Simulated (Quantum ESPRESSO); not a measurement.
# BeTe (F-43m) in Quantum ESPRESSO: convergence with wavefunction cutoff

Aim: find how far wavefunction cutoff must go before the results for BeTe settle, at PBE. This setting moves, with any that are tied to it; all else stays.

Program: Quantum ESPRESSO 7.5. These are calculated values, not measurements. Logs are shortened: lines on timing, memory, paths and dates and some standing lists are left out, and cuts for length are marked.

## Step 1: The crystal as given

The structure is cubic, space group F-43m (No. 216). Conventional cell: a = 5.540 Å, b = 5.540 Å, c = 5.540 Å, α = 90.00°, β = 90.00°, γ = 90.00°. Te (site symmetry -43m) has 4 Be at 2.40 Å as nearest neighbours. Be (site symmetry -43m) is surrounded by 4 Te at 2.40 Å.

## Step 2: With wavefunction cutoff 53 Ry

pw.in

```
&CONTROL
  calculation = 'scf'
  prefix = 'pwscf'
  outdir = './tmp'
  pseudo_dir = './pseudo'
  tprnfor = .true.
  tstress = .true.
  disk_io = 'nowf'
/
&SYSTEM
  ibrav = 0
  nat = 2
  ntyp = 2
  ecutwfc = 53
  nbnd = 16
  occupations = 'smearing'
  smearing = 'gaussian'
  degauss = 0.00367493
/
&ELECTRONS
  conv_thr = 4d-10
  electron_maxstep = 120
  mixing_beta = 0.5
/
ATOMIC_SPECIES
Te   127.6000 Te.upf
Be     9.0122 Be.upf
CELL_PARAMETERS angstrom
   0.0000000000    2.7700000000    2.7700000000
   2.7700000000    0.0000000000    2.7700000000
   2.7700000000    2.7700000000    0.0000000000
ATOMIC_POSITIONS crystal
Te     0.7500000000    0.7500000000    0.7500000000
Be     0.0000000000    0.0000000000    0.0000000000
K_POINTS automatic
8 8 8 0 0 0
```

Potentials or basis: Ansatz NC SR PBE.

The run is started by

```sh
$ OMP_NUM_THREADS=1 pw.x -in pw.in > pw.out
```

pw.out:

```text
[... set-up lines left out ...]
     Self-consistent Calculation

     iteration #  1     ecut=    53.00 Ry     beta= 0.50
     Davidson diagonalization with overlap
     ethr =  1.00E-02,  avg # of iterations =  8.3

     Threshold (ethr) on eigenvalues was too large:
     Diagonalizing with lowered threshold

     Davidson diagonalization with overlap
     ethr =  3.35E-04,  avg # of iterations =  6.3

     total energy              =    -245.81258937 Ry
     estimated scf accuracy    <       0.07376052 Ry
[... 60 lines left out ...]
     iteration #  9     ecut=    53.00 Ry     beta= 0.50
     Davidson diagonalization with overlap
     ethr =  5.79E-12,  avg # of iterations =  4.3

     End of self-consistent calculation

          k = 0.0000 0.0000 0.0000 (  1893 PWs)   bands (ev):

   -90.4465 -28.0668 -28.0668 -28.0668 -28.0065 -28.0065  -4.3693   8.2341
     8.2341   8.2341  11.7905  11.7905  11.7905  12.5469  16.7844  18.8414

          k = 0.0884 0.0884-0.0884 (  1880 PWs)   bands (ev):
[... 16 lines left out ...]
   -90.4332 -28.0588 -28.0588 -28.0288 -28.0288 -28.0135  -2.9223   2.4364
     7.0142   7.0142  11.5901  12.8183  12.8183  16.0592  19.3612  19.9904

          k = 0.1768 0.0000 0.0000 (  1876 PWs)   bands (ev):

   -90.3355 -28.0356 -28.0356 -28.0339 -28.0231 -27.9822  -4.1594   7.1458
     7.5138   7.5138  11.4136  12.8252  12.8252  13.5279  16.4642  17.6433

          k = 0.2652 0.0884-0.0884 (  1874 PWs)   bands (ev):
[... 21 lines left out ...]
   -90.3461 -28.0372 -28.0364 -28.0330 -28.0151 -27.9943  -3.4739   4.2061
     6.2268   7.4649  12.2723  12.8581  13.2686  15.2632  16.7131  18.2353

          k = 0.0000-0.1768 0.1768 (  1895 PWs)   bands (ev):

   -90.4563 -28.0563 -28.0525 -28.0496 -28.0393 -28.0182  -3.9624   5.8755
     6.8614   7.9389  12.2662  12.2751  12.8216  14.5462  16.6889  17.4877

          k = 0.3536 0.0000 0.0000 (  1876 PWs)   bands (ev):

   -90.3242 -28.0313 -28.0304 -28.0304 -28.0074 -27.9871  -3.5768   5.2946
     6.4234   6.4234  10.8002  12.7508  14.8088  14.8088  17.3694  19.1888

          k = 0.4419 0.0884-0.0884 (  1872 PWs)   bands (ev):
[... 11 lines left out ...]
   -90.2424 -28.0333 -28.0114 -28.0006 -27.9933 -27.9769  -2.6340   3.1105
     4.6318   6.3800  11.5237  14.6684  14.7944  16.0675  17.0751  18.1239

          k = 0.0000-0.3536 0.3536 (  1863 PWs)   bands (ev):

   -90.2444 -28.0164 -28.0092 -28.0084 -28.0022 -27.9809  -3.0057   3.7150
     4.8881   6.9335  12.0556  13.8185  14.5111  15.2043  16.7927  18.3318

          k = 0.5303-0.0000 0.0000 (  1868 PWs)   bands (ev):

   -90.2642 -28.0539 -28.0004 -28.0004 -27.9974 -27.9717  -2.8125   3.6708
     5.6674   5.6674  10.3066  11.4267  16.9271  16.9271  19.2482  21.0543

          k =-0.0884-0.6187 0.6187 (  1861 PWs)   bands (ev):

   -90.2218 -28.0458 -27.9994 -27.9857 -27.9829 -27.9752  -2.4943   3.2075
     4.9861   5.5807  10.5438  11.7362  17.1894  17.1917  19.5060  20.9920

          k = 0.0000-0.5303 0.5303 (  1878 PWs)   bands (ev):

   -90.3387 -28.0667 -28.0253 -28.0069 -28.0064 -27.9966  -2.4165   3.3390
     4.0912   5.8404  10.9247  13.5889  16.2978  16.7020  17.6639  18.9851

          k =-0.7071 0.0000 0.0000 (  1868 PWs)   bands (ev):

   -90.2628 -28.0689 -28.0166 -27.9852 -27.9751 -27.9751  -2.3946   2.9518
     5.4041   5.4041  10.1039  10.9793  18.2436  18.2436  19.9801  21.8809

          k = 0.3536 0.1768 0.0000 (  1878 PWs)   bands (ev):

   -90.3418 -28.0563 -28.0297 -28.0208 -28.0153 -27.9849  -3.4177   4.5499
     5.8387   6.9201  11.8160  13.3497  13.6436  14.6698  17.6029  18.9881

          k =-0.2652-0.4419 0.6187 (  1873 PWs)   bands (ev):
[... 16 lines left out ...]
   -90.2160 -28.0352 -28.0091 -27.9920 -27.9820 -27.9736  -2.4595   3.3368
     4.4181   5.4496  11.8997  13.7183  14.5877  16.3916  18.0136  20.5353

          k = 0.0000-0.3536 0.5303 (  1863 PWs)   bands (ev):

   -90.2432 -28.0288 -28.0200 -28.0005 -27.9848 -27.9829  -2.5534   3.4486
     4.2546   5.8214  12.3647  13.8102  14.6081  16.1574  17.2690  19.0001

          k =-0.7071 0.1768-0.0000 (  1860 PWs)   bands (ev):

   -90.2180 -28.0304 -28.0141 -27.9953 -27.9748 -27.9744  -2.3749   3.1657
     4.9088   5.0690  11.2055  11.9542  16.7119  16.9492  19.5424  20.5517

          k =-0.7071 0.3536 0.0000 (  1856 PWs)   bands (ev):

   -90.1960 -28.0206 -28.0205 -27.9938 -27.9773 -27.9607  -2.3549   3.5508
     4.2876   4.7929  13.5891  13.7636  13.8734  14.7959  19.4674  20.3445

     the Fermi energy is     9.0992 ev

!    total energy              =    -245.81363617 Ry
     estimated scf accuracy    <          1.0E-11 Ry
     smearing contrib. (-TS)   =      -0.00000000 Ry
     internal energy E=F+TS    =    -245.81363617 Ry

     The total energy is F=E-TS. E is the sum of the following terms:
     one-electron contribution =    -120.07418390 Ry
     hartree contribution      =      63.16839325 Ry
     xc contribution           =     -59.98248277 Ry
     ewald contribution        =    -128.92536275 Ry

     convergence has been achieved in   9 iterations

     Forces acting on atoms (cartesian axes, Ry/au):

     atom    1 type  1   force =     0.00000000    0.00000000    0.00000000
     atom    2 type  2   force =     0.00000000    0.00000000    0.00000000

     Total force =     0.000000     Total SCF correction =     0.000000

     Computing stress (Cartesian axis) and pressure

          total   stress  (Ry/bohr**3)                   (kbar)     P=    -1740.57
  -0.01183218   0.00000000  -0.00000000        -1740.57        0.00       -0.00
   0.00000000  -0.01183218  -0.00000000            0.00    -1740.57       -0.00
  -0.00000000  -0.00000000  -0.01183218           -0.00       -0.00    -1740.57

=------------------------------------------------------------------------------=
   JOB DONE.
=------------------------------------------------------------------------------=
```

Wall time 16 s (1 thread of Arm Neoverse V2, shared host); peak memory 0.06 GiB.

Results:

```
Free energy            : -3344.4649 eV
Pressure               : -174.1 GPa
Band gap on the k mesh : 1.87 eV, indirect (least direct gap 3.56 eV)
```

## Step 3: With wavefunction cutoff 66 Ry

Edit pw.in of step 2 so:

```diff
@@ -13,3 +13,3 @@
   ntyp = 2
-  ecutwfc = 53
+  ecutwfc = 66
   nbnd = 16
```

Potentials or basis: Ansatz NC SR PBE.

The run is started by

```sh
$ OMP_NUM_THREADS=1 pw.x -in pw.in > pw.out
```

It took 21 s on 1 thread of Arm Neoverse V2, shared host; peak memory 0.07 GiB.

What came out:

```
Free energy            : -3352.9313 eV
Pressure               : -42.2 GPa
Band gap on the k mesh : 1.86 eV, indirect (least direct gap 3.57 eV)
```

## Step 4: With wavefunction cutoff 79 Ry

Edit pw.in of step 3 so:

```diff
@@ -13,3 +13,3 @@
   ntyp = 2
-  ecutwfc = 66
+  ecutwfc = 79
   nbnd = 16
```

The run is started by

```sh
$ OMP_NUM_THREADS=1 pw.x -in pw.in > pw.out
```

It took 31 s on 1 thread of Arm Neoverse V2, shared host; peak memory 0.09 GiB.

What came out:

| Quantity | Value |
| --- | --- |
| Free energy | -3354.9566 eV |
| Pressure | -10.6 GPa |
| Band gap on the k mesh | 1.86 eV, indirect (least direct gap 3.58 eV) |

## Step 5: With wavefunction cutoff 92 Ry

Edit pw.in of step 4 so:

```diff
@@ -13,3 +13,3 @@
   ntyp = 2
-  ecutwfc = 79
+  ecutwfc = 92
   nbnd = 16
```

The run is started by

```sh
$ OMP_NUM_THREADS=1 pw.x -in pw.in > pw.out
```

Wall time 35 s (1 thread of Arm Neoverse V2, shared host); peak memory 0.1 GiB.

What came out:

```
Free energy            : -3355.4656 eV
Pressure               : 0.6 GPa
Band gap on the k mesh : 1.86 eV, indirect (least direct gap 3.58 eV)
```

## Step 6: With wavefunction cutoff 106 Ry

Edit pw.in of step 5 so:

```diff
@@ -13,3 +13,3 @@
   ntyp = 2
-  ecutwfc = 92
+  ecutwfc = 106
   nbnd = 16
```

Potentials or basis: Ansatz NC SR PBE.

The run is started by

```sh
$ OMP_NUM_THREADS=1 pw.x -in pw.in > pw.out
```

Run time: 47 s. Hardware: 1 thread of Arm Neoverse V2, shared host; peak memory 0.13 GiB.

It converged, with:

```
Free energy            : -3355.5661 eV
Pressure               : 3.8 GPa
Band gap on the k mesh : 1.86 eV, indirect (least direct gap 3.58 eV)
```

## Step 7: With wavefunction cutoff 119 Ry

Edit pw.in of step 6 so:

```diff
@@ -13,3 +13,3 @@
   ntyp = 2
-  ecutwfc = 106
+  ecutwfc = 119
   nbnd = 16
```

The run is started by

```sh
$ OMP_NUM_THREADS=1 pw.x -in pw.in > pw.out
```

Wall time 63 s (1 thread of Arm Neoverse V2, shared host); peak memory 0.15 GiB.

Results (log left out):

```
Free energy            : -3355.5773 eV
Pressure               : 4.3 GPa
Band gap on the k mesh : 1.86 eV, indirect (least direct gap 3.58 eV)
```

## Step 8: With wavefunction cutoff 132 Ry

Edit pw.in of step 7 so:

```diff
@@ -13,3 +13,3 @@
   ntyp = 2
-  ecutwfc = 119
+  ecutwfc = 132
   nbnd = 16
```

The run is started by

```sh
$ OMP_NUM_THREADS=1 pw.x -in pw.in > pw.out
```

Run time: 64 s. Hardware: 1 thread of Arm Neoverse V2, shared host; peak memory 0.17 GiB.

It converged, with:

| Property | Result |
| --- | --- |
| Free energy | -3355.5782 eV |
| Pressure | 4.3 GPa |
| Band gap on the k mesh | 1.86 eV, indirect (least direct gap 3.58 eV) |

## Step 9: With wavefunction cutoff 158 Ry

Edit pw.in of step 8 so:

```diff
@@ -13,3 +13,3 @@
   ntyp = 2
-  ecutwfc = 132
+  ecutwfc = 158
   nbnd = 16
```

Potentials or basis: Ansatz NC SR PBE.

The run is started by

```sh
$ OMP_NUM_THREADS=1 pw.x -in pw.in > pw.out
```

Run time: 73 s. Hardware: 1 thread of Arm Neoverse V2, shared host; peak memory 0.22 GiB.

The run converged. Its results:

* Free energy: -3355.5783 eV
* Pressure: 4.3 GPa
* Band gap on the k mesh: 1.86 eV, indirect (least direct gap 3.58 eV)

## Step 10: With wavefunction cutoff 198 Ry

Edit pw.in of step 9 so:

```diff
@@ -13,3 +13,3 @@
   ntyp = 2
-  ecutwfc = 158
+  ecutwfc = 198
   nbnd = 16
```

The run is started by

```sh
$ OMP_NUM_THREADS=1 pw.x -in pw.in > pw.out
```

It took 2.2 min on 1 thread of Arm Neoverse V2, shared host; peak memory 0.29 GiB.

The run converged. Its results:

```yaml
Free_energy: -3355.5784 eV
Pressure: 4.3 GPa
Band_gap_on_the_k_mesh: 1.86 eV, indirect (least direct gap 3.58 eV)
```

## Step 11: Summary

| wavefunction cutoff | energy less the tightest run, at zero smearing (meV/atom) | pressure (GPa) | gap on the mesh (eV) | SCF cycles | CPU time (s) | peak memory (GiB) |
| --- | --- | --- | --- | --- | --- | --- |
| 53 Ry | 5556.77 | -174.06 | 1.870 | 9 | 16 | 0.06 |
| 66 Ry | 1323.58 | -42.17 | 1.859 | 9 | 21 | 0.07 |
| 79 Ry | 310.91 | -10.56 | 1.860 | 9 | 31 | 0.09 |
| 92 Ry | 56.41 | 0.60 | 1.860 | 9 | 35 | 0.1 |
| 106 Ry | 6.18 | 3.77 | 1.860 | 9 | 47 | 0.13 |
| 119 Ry | 0.59 | 4.29 | 1.860 | 9 | 63 | 0.15 |
| 132 Ry | 0.14 | 4.34 | 1.860 | 9 | 64 | 0.17 |
| 158 Ry | 0.06 | 4.34 | 1.860 | 9 | 73 | 0.22 |
| 198 Ry | 0.00 | 4.34 | 1.860 | 9 | 130 | 0.29 |

Against the tightest run, the energy stays within 1 meV/atom from 119 Ry on; the pressure stays within 0.1 GPa from 119 Ry on; the gap on the mesh stays within 0.01 eV from 53 Ry on. The tightest run that finished is the yardstick and may itself not be fully converged.

Caveats: spin-orbit coupling is left out, which moves the levels of the heavy elements.
